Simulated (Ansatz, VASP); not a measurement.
## One calculation of Pb, two programs

File INCAR:

```
PREC = Accurate
ENCUT = 520
EDIFF = 1E-6
ISMEAR = -1
SIGMA = 0.08
LREAL = False
LASPH = True
NELM = 100
ALGO = Normal
ISIF = 2
LWAVE = False
LCHARG = False
NBANDS = 21
```

The input KPOINTS:

```
regular mesh
0
Gamma
  10 10 10
```

POSCAR

```
Pb
1.0
    0.0000000000      2.7082012182      2.7082012182
    2.7082012182      0.0000000000      2.7082012182
    2.7082012182      2.7082012182      0.0000000000
Pb
2
Direct
   -0.1250000000     -0.1250000000     -0.1250000000
    0.1250000000      0.1250000000      0.1250000000
```

Input for Ansatz:

```yaml
crystal:
  lattice:
    - [0.0, 2.7082012182, 2.7082012182]
    - [2.7082012182, 0.0, 2.7082012182]
    - [2.7082012182, 2.7082012182, 0.0]
  atoms:
    - { symbol: Pb, position: [-0.125, -0.125, -0.125] }
    - { symbol: Pb, position: [0.125, 0.125, 0.125] }
kpoints:
  mp_grid: { grid: [10, 10, 10] }
scf:
  occupations: { method: fermi_dirac, width: 0.08 }
hamiltonian:
  xc: lda
  pseudopotentials: { kind: paw }
output:
  forces: true
  stress: true
  eigenvalues: true
  populations: true
```

Change from the starting cell: volume scaled by 0.5, PAW files.

Alike in both runs: task single point; functional LDA; k mesh 10 × 10 × 10; occupations fermi-dirac, width 0.08 eV; no spin polarisation.

|  | VASP | Ansatz |
| --- | --- | --- |
| version | VASP 6.6.1 | Ansatz 0.2.0 |
| potentials or method | VASP PAW LDA potentials, release 64 (Pb_d) | PAW with Ansatz's default frozen-core files, scalar-relativistic |
| plane-wave cutoff (eV) | 520 | 420 |
| valence electrons in the cell | 28 | 28 |

Ansatz gave:

- pressure (GPa): 128.1

**Question.** Which values does VASP return?

**Answer.** Pressure (GPa): 129.3.

Caveats: the cell as given lies far from equilibrium; so large a pressure means that the cell lies far from this level's equilibrium, or that cutoff or potentials fall short (VASP). Spin-orbit coupling is left out, which matters for the levels of Pb.
